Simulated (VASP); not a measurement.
# Sr (Fm-3m) in VASP: further runs

One crystal, Sr, is run at these levels: PBE, PBEsol, r2SCAN; tasks: single point.

Everything below comes from runs of VASP 6.6.1. Logs are shortened: lines on timing, memory, paths and dates and some standing lists are left out, and cuts for length are marked.

## (1) Starting point

It takes space group Fm-3m (No. 225, cubic). The conventional cell has a = 6.022 Å, b = 6.022 Å, c = 6.022 Å, α = 90.00°, β = 90.00°, γ = 90.00°. Around Sr (site symmetry m-3m) lie 12 Sr at 4.26 Å.

## (2) Single point, PBE

INCAR

```
SYSTEM = Sr
ALGO = Normal ; EDIFF = 1E-6
ENCUT = 450 ; GGA = PE
ISIF = 2 ; ISMEAR = 1
KPAR = 4 ; LASPH = .TRUE.
LCHARG = .FALSE. ; LREAL = .FALSE.
LWAVE = .FALSE. ; NBANDS = 11
NELM = 120 ; PREC = Accurate
SIGMA = 0.1
```

KPOINTS

```
k-points
0
G
  12 12 12
  0 0 0
```

POSCAR

```
Sr                                      
1.0
    0.0000000000      3.0108223025      3.0108223025
    3.0108223025     -0.0000000000      3.0108223025
    3.0108223025      3.0108223025     -0.0000000000
  Sr            
     1
Direct
     0.0000000000000000    0.0000000000000000    0.0000000000000000
```

Potentials or basis: VASP PAW PBE potentials, release 64 (Sr_sv).

Started as:

```
$ cat potpaw_PBE.64/Sr_sv/POTCAR > POTCAR
$ mpirun -np 4 vasp_std > vasp.out
```

OUTCAR:

```text
SYSTEM = Sr
   EDIFF = 1E-6
   ENCUT = 450
   GGA = PE
   ISIF = 2
   ISMEAR = 1
   LASPH = .TRUE.
   LREAL = .FALSE.
   NELM = 120
   PREC = Accurate

 ion  position               nearest neighbor table
   1  0.000  0.000  0.000-

  LATTYP: Found a face centered cubic cell.
 ALAT       =     6.0216446050

  Lattice vectors:

 A1 = (   0.0000000000,   3.0108223025,   3.0108223025)
 A2 = (   3.0108223025,   0.0000000000,   3.0108223025)
 A3 = (   3.0108223025,   3.0108223025,   0.0000000000)

Analysis of symmetry for initial positions (statically):
=====================================================================
 Subroutine PRICEL returns:
 Original cell was already a primitive cell.

 Routine SETGRP: Setting up the symmetry group for a
 face centered cubic supercell.

 Subroutine GETGRP returns: Found 48 space group operations
 (whereof 48 operations were pure point group operations)
 out of a pool of 48 trial point group operations.

The static configuration has the point symmetry O_h .

Analysis of symmetry for dynamics (positions and initial velocities):
=====================================================================
 Subroutine PRICEL returns:
 Original cell was already a primitive cell.

 Routine SETGRP: Setting up the symmetry group for a
 face centered cubic supercell.

 Subroutine GETGRP returns: Found 48 space group operations
 (whereof 48 operations were pure point group operations)
 out of a pool of 48 trial point group operations.

The dynamic configuration has the point symmetry O_h .

 Subroutine INISYM returns: Found 48 space group operations
 (whereof 48 operations are pure point group operations),
 and found     1 'primitive' translations

----------------------------------------------------------------------------------------

                                     Primitive cell

  volume of cell :      54.5865

  direct lattice vectors                    reciprocal lattice vectors
     0.000000000  3.010822302  3.010822302    -0.166067589  0.166067589  0.166067589
     3.010822302  0.000000000  3.010822302     0.166067589 -0.166067589  0.166067589
     3.010822302  3.010822302  0.000000000     0.166067589  0.166067589 -0.166067589

  length of vectors
     4.257945734  4.257945734  4.257945734     0.287637501  0.287637501  0.287637501

  position of ions in fractional coordinates (direct lattice)
     0.000000000  0.000000000  0.000000000

  ion indices of the primitive-cell ions
   primitive index   ion index
                 1           1

----------------------------------------------------------------------------------------

 KPOINTS: k-points

Automatic generation of k-mesh.
 Grid dimensions read from file:
 generate k-points for:   12   12   12

 Generating k-lattice:

  Cartesian coordinates                     Fractional coordinates (reciprocal lattice)
    -0.013838966  0.013838966  0.013838966     0.083333333  0.000000000  0.000000000
     0.013838966 -0.013838966  0.013838966     0.000000000  0.083333333  0.000000000
     0.013838966  0.013838966 -0.013838966     0.000000000  0.000000000  0.083333333

  Length of vectors
     0.023969792  0.023969792  0.023969792

  Shift w.r.t. Gamma in fractional coordinates (k-lattice)
     0.000000000  0.000000000  0.000000000

 Subroutine IBZKPT returns following result:
 ===========================================

 Found     72 irreducible k-points:

 Following reciprocal coordinates:
            Coordinates               Weight
  0.000000  0.000000  0.000000      1.000000
  0.083333  0.000000  0.000000      8.000000
  0.166667  0.000000  0.000000      8.000000
  0.250000  0.000000  0.000000      8.000000
  0.333333  0.000000  0.000000      8.000000
  0.416667  0.000000  0.000000      8.000000
[... 16 lines left out ...]
  0.500000  0.166667  0.000000     24.000000
 -0.416667  0.166667  0.000000     24.000000
 [... further k-points ...]
   k-points           NKPTS =     72   k-points in BZ     NKDIM =     72   number of bands    NBANDS=     11
   number of dos      NEDOS =    301   number of ions     NIONS =      1
   total plane-waves  NPLWV =  27000
   dimension x,y,z NGX =    30 NGY =   30 NGZ =   30
   dimension x,y,z NGXF=    60 NGYF=   60 NGZF=   60
   ions per type =               1
   NGX,Y,Z   is equivalent  to a cutoff of  11.71, 11.71, 11.71 a.u.
   NGXF,Y,Z  is equivalent  to a cutoff of  23.43, 23.43, 23.43 a.u.
 SYSTEM =  Sr
   PREC   = accura    normal or accurate (medium, high low for compatibility)
   ISTART =      0    job   : 0-new  1-cont  2-samecut
   ICHARG =      2    charge: 1-file 2-atom 10-const
   ISPIN  =      1    spin polarized calculation?
   LNONCOLLINEAR =      F non collinear calculations
   LSORBIT =      F    spin-orbit coupling
   LASPH  =      T    aspherical Exc in radial PAW
   ENCUT  =  450.0 eV  33.07 Ry    5.75 a.u.   7.36  7.36  7.36*2*pi/ulx,y,z
   NELM   =    120;   NELMIN=  2; NELMDL= -5     # of ELM steps
   EDIFF  = 0.1E-05   stopping-criterion for ELM
   LREAL  =      F    real-space projection
   EDIFFG = 0.1E-04   stopping-criterion for IOM
   NSW    =      0    number of steps for IOM
   IBRION =     -1    ionic relax: 0-MD 1-quasi-New 2-CG
   NFREE  =      0    steps in history (QN), initial steepest desc. (CG)
   ISIF   =      2    stress and relaxation
   ISYM   =      2    0-nonsym 1-usesym 2-fastsym
   POTIM  = 0.5000    time-step for ionic-motion
   TEBEG  =    0.0;   TEEND  =   0.0 temperature during run
   PSTRESS=    0.0 pullay stress
   NELECT =      10.0000    total number of electrons
   NUPDOWN=      -1.0000    fix difference up-down
   EMIN   =  10.00;   EMAX   =-10.00  energy-range for DOS
   EFERMI =   0.00;   METHOD = LEGACY
   ISMEAR =     1;   SIGMA  =   0.10  broadening in eV -4-tet -1-fermi 0-gaus
   EFERMI_NEDOS =   21; number of points for ismear=-14 and -15
   IALGO  =     38    algorithm
   IMIX   =      4    mixing-type and parameters
     AMIX     =   0.40;   BMIX     =  1.00
     AMIX_MAG =   1.60;   BMIX_MAG =  1.00
  volume/ion in A,a.u.               =      54.59       368.37
  Fermi-wavevector in a.u.,A,eV,Ry     =   0.929779  1.757027 11.762085  0.864489
  Thomas-Fermi vector in A             =   2.056098
   LORBIT       =      0    0 simple, 1 ext, 2 COOP (PROOUT), +10 PAW based schemes
   GGA     = PE    functional components
   LHFCALC =     F    Hartree Fock is set to
   AEXX    =    0.0000 exact exchange contribution
   IVDW    =     0    specifies the selected vdW correction
   LEPSILON=     F    determine dielectric tensor
   LRPA    =     F    only Hartree local field effects (RPA)
 non-spin polarized calculation
 Methfessel and Paxton  Order N= 1 SIGMA  =   0.10
  energy-cutoff  :      450.00
  volume of cell :       54.59
 maximum number of plane-waves:      1243
 NGX is ok and might be reduce to    30
   NGX = 15   NGY = 15   NGZ = 15

 number of electron      10.0000000 magnetization

 Free energy of the ion-electron system (eV)
  ---------------------------------------------------
  ext. energy  EPLUGINS =         0.00000000
  ---------------------------------------------------
  free energy    TOTEN  =        -1.63603012 eV

  energy without entropy =       -1.63542210  energy(sigma->0) =       -1.63582745

 E-fermi :   1.6115     XC(G=0):  -7.3720

 val. band max:        1.6019155657   @ k =  -0.3333   0.3333   0.1667
 cond. band min:       1.6188495145   @ k =  -0.4167   0.2500   0.0000
 fundamental gap:      0.0169339487
 Fermi energy:         1.6114974483

 k-point     1 :       0.0000    0.0000    0.0000
  band No.  band energies     occupation
      1     -34.9923      2.00000
      2     -16.8785      2.00000
      3     -16.8785      2.00000
      4     -16.8785      2.00000
      5      -2.0477      2.00000
      6       3.9623      0.00000
      7       3.9623      0.00000
      8       3.9623      0.00000
      9       5.4399      0.00000
     10       5.4399      0.00000
     11       8.7373      0.00000

 k-point     2 :       0.0833    0.0000    0.0000
  band No.  band energies     occupation
      1     -34.9914      2.00000
      2     -16.8922      2.00000
      3     -16.8803      2.00000
      4     -16.8803      2.00000
      5      -1.9350      2.00000
      6       3.7861      0.00000
      7       4.0157      0.00000
      8       4.0157      0.00000
      9       5.3681      0.00000
     10       5.3681      0.00000
     11       9.0291      0.00000

 k-point     3 :       0.1667    0.0000    0.0000
  band No.  band energies     occupation
      1     -34.9887      2.00000
      2     -16.9297      2.00000
      3     -16.8853      2.00000
      4     -16.8853      2.00000
      5      -1.6079      2.00000
      6       3.3685     -0.00000
      7       4.1194      0.00000
      8       4.1194      0.00000
      9       5.2659      0.00000
     10       5.2659      0.00000
     11       9.1768      0.00000

 k-point     4 :       0.2500    0.0000    0.0000
  band No.  band energies     occupation
      1     -34.9851      2.00000
      2     -16.9803      2.00000
      3     -16.8922      2.00000
      4     -16.8922      2.00000
      5      -1.1000      2.00000
      6       2.8751     -0.00000
      7       4.1140      0.00000
      8       4.1140      0.00000
      9       5.3877      0.00000
     10       5.3877      0.00000
     11       8.4303      0.00000
[... 239 lines left out ...]
 k-point    22 :       0.4167    0.1667    0.0000
  band No.  band energies     occupation
      1     -34.9786      2.00000
      2     -17.0374      2.00000
      3     -16.9249      2.00000
      4     -16.9172      2.00000
      5       0.0809      2.00000
      6       2.1977     -0.00000
      7       3.3457     -0.00000
      8       4.2762      0.00000
      9       5.6459      0.00000
     10       6.4267      0.00000
     11       7.6572      0.00000

 k-point    23 :       0.5000    0.1667    0.0000
  band No.  band energies     occupation
      1     -34.9767      2.00000
      2     -17.0587      2.00000
      3     -16.9356      2.00000
      4     -16.9174      2.00000
      5       0.6930      2.00000
      6       1.7872     -0.03224
      7       3.2483     -0.00000
      8       4.1672      0.00000
      9       6.1599      0.00000
     10       6.5335      0.00000
     11       7.0598      0.00000

 k-point    24 :      -0.4167    0.1667    0.0000
  band No.  band energies     occupation
      1     -34.9765      2.00000
      2     -17.0604      2.00000
      3     -16.9422      2.00000
      4     -16.9133      2.00000
      5       0.8408      2.00000
      6       1.7036     -0.02980
      7       3.2064     -0.00000
      8       4.1276      0.00000
      9       6.1861      0.00000
     10       6.4538      0.00000
     11       7.1365      0.00000

 [... further k-points ...]

------------------------ aborting loop because EDIFF is reached ----------------------------------------

  FORCE on cell =-STRESS in cart. coord.  units (eV):
  Direction    XX          YY          ZZ          XY          YZ          ZX
  --------------------------------------------------------------------------------------
  -------------------------------------------------------------------------------------
  Total       -0.0075875     -0.0075875     -0.0075875     -0.0000000      0.0000000      0.0000000
  in kB       -0.2227028     -0.2227028     -0.2227028     -0.0000000      0.0000000      0.0000000
  external PRESSURE =      -0.2227028 kB  Pullay stress =       0.0000000 kB

 VOLUME and BASIS-vectors are now :
 -----------------------------------------------------------------------------
  energy-cutoff  :      450.00
  volume of cell :       54.59
      direct lattice vectors                 reciprocal lattice vectors
     0.000000000  3.010822302  3.010822302    -0.166067589  0.166067589  0.166067589
     3.010822302  0.000000000  3.010822302     0.166067589 -0.166067589  0.166067589
     3.010822302  3.010822302  0.000000000     0.166067589  0.166067589 -0.166067589

 POSITION                                       TOTAL-FORCE (eV/Angst)
 -----------------------------------------------------------------------------------
      0.00000      0.00000      0.00000        -0.000000     -0.000000      0.000000
 -----------------------------------------------------------------------------------
    total drift:                               -0.000000     -0.000000      0.000000

  FREE ENERGIE OF THE ION-ELECTRON SYSTEM (eV)
  ---------------------------------------------------
  free  energy   TOTEN  =        -1.6360301231 eV

  energy  without entropy=       -1.6354220959  energy(sigma->0) =       -1.63582745
```

It took 4.7 s on 4 MPI ranks of Intel Xeon 6975P-C (Granite Rapids), shared host; peak memory 0.17 GiB.

Results:

```
Free energy            : -1.6360 eV
Pressure               : 0.0 GPa
Band gap on the k mesh : none (metal or under the smearing width)
```

Levels at points of the mesh, in eV from the Fermi level:
| k point | band 3 | band 4 | band 5 | band 6 | band 7 | band 8 |
| --- | --- | --- | --- | --- | --- | --- |
| (0.00, 0.00, 0.00) | -18.49 | -18.49 | -3.66 | 2.35 | 2.35 | 2.35 |
| (0.50, 0.00, 0.00) | -18.52 | -18.52 | -1.12 | 0.07 | 2.19 | 2.19 |
| (0.50, 0.50, 0.00) | -18.56 | -18.56 | -0.65 | 0.34 | 1.07 | 4.89 |

(Continued in part 2 of 2.)
